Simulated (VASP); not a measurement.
Wanted: the native input for a VASP 6.6.1 run.

```
Task                   : relaxation of cell and atoms
Functional             : PBE
Potentials or basis    : VASP PAW PBE potentials, release 64 (Ba_sv)
Cutoff                 : 600 eV
k mesh                 : 6 × 6 × 4
Occupations            : gaussian, width 0.05 eV
Spin                   : no spin polarisation
Dipole correction      : no
Further INCAR settings : ALGO = Normal; EDIFF = 1e-06; IBRION = 2; EDIFFG = -0.03; NSW = 80; ISIF = 3
```

The structure of Ba lies in POSCAR:

```
Ba
1.0
    4.4720009691      0.0000000000      0.0000000000
   -2.2360004845      3.8728664450      0.0000000000
    0.0000000000      0.0000000000      7.3042682495
Ba
2
Direct
    0.3333333333      0.6666666667      0.7500000000
    0.6666666667      0.3333333333      0.2500000000
```

The cell was built by a generator and needn't be a form met in nature.

The input as run:

INCAR

```
SYSTEM = Ba
PREC     = Accurate       ! precision mode
ENCUT    = 600            ! plane-wave cutoff, eV
EDIFF    = 1E-6           ! SCF threshold, eV
ISMEAR   = 0              ! smearing method
SIGMA    = 0.05           ! smearing width, eV
LREAL    = .FALSE.        ! projectors in reciprocal space
LASPH    = .TRUE.         ! aspherical terms in the spheres
NELM     = 80             ! most SCF steps
ALGO     = Normal         ! electronic algorithm
ISIF     = 3              ! what is computed and relaxed
LWAVE    = .FALSE.        ! write WAVECAR
LCHARG   = .FALSE.        ! write CHGCAR
GGA      = PE             ! functional
IBRION   = 2              ! ionic algorithm
NSW      = 80             ! ionic steps
EDIFFG   = -0.03          ! ionic threshold
```

KPOINTS

```
regular mesh
0
G
  6 6 4
  0 0 0
```

Potentials or basis: VASP PAW PBE potentials, release 64 (Ba_sv).

Run with:

```bash
$ cat potpaw_PBE.64/Ba_sv/POTCAR > POTCAR
$ mpirun -np 1 vasp_std > vasp.out
```

Results of the run:

```yaml
Relaxed_volume: 63.63 Å³/atom
Relaxed_cell: a = 4.464 Å, b = 4.464 Å, c = 7.376 Å, α = 90.00°, β = 90.00°, γ = 120.00°
Space_group_after_relaxing_to_0.05_Å: P6_3/mmc (No. 194)
Energy_gained_by_relaxing: 0.4 meV/atom
Ionic_steps: 3
Pressure_after_relaxing: 0.0 GPa
Band_gap_on_the_k_mesh: none (metal or under the smearing width)
```

Run time: 46 s on 1 thread of Intel(R) Xeon(R) Platinum 8488C (Sapphire Rapids), with other jobs on the host, peak memory 0.28 GiB.
